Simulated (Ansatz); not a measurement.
# BP: computed properties

Theory: DFT PBE, scalar-relativistic, plane waves, PAW in Ansatz 0.2.0.

Cutoff 420 eV; k points 10×10×10 on the computed 2-atom cell (Γ-centred); Gaussian smearing, width 0.02 eV; no spin polarisation.

The structure is relaxed at this level of theory with its symmetry kept.

```yaml
crystal:
  lattice:
    - [0.00000, 2.27415, 2.27415]
    - [2.27415, 0.00000, 2.27415]
    - [2.27415, 2.27415, 0.00000]
  atoms:
    - { symbol: B, position: [0.00000, 0.00000, 0.00000] }
    - { symbol: P, position: [0.25000, 0.25000, 0.25000] }
```

| Property | Result |
| --- | --- |
| Space group | F-43m (No. 216) |
| Volume per atom | 79.4 bohr³ |
| Formation energy from the elements' standard states (uncorrected) | -0.429 eV/atom |
| Kohn–Sham band gap | 1.25 eV, indirect from Γ to (0.000, 0.414, 0.414) |
| Löwdin character of the top 1 eV of the valence band | B 2p 52 %, P 3p 45 % |
| Löwdin character of the lowest 1 eV of the conduction band | B 2p 24 %, P 3p 24 %, B 2s 23 %, P 3s 12 %, unprojected 17 % |
| Electron masses at the edge by Cartesian direction of the standard setting (m_e; degenerate bands sorted by energy; no spin-orbit coupling) | x: 1.3; y: 0.23; z: 0.23 |
| Hole masses at the edge by Cartesian direction of the standard setting (m_e; degenerate bands sorted by energy; no spin-orbit coupling) | x: 0.33, 0.26, 0.26; y: 0.33, 0.26, 0.26; z: 0.33, 0.26, 0.26 |
| Bulk modulus | 162 GPa |
| Its pressure derivative | 3.8 |
| Electronic dielectric constant xx, yy, zz of the standard setting (independent particles) | 9.5, 9.5, 9.5 |
| Bader charges (e) | B (1 in the cell) 0.46, P (1 in the cell) -0.46 |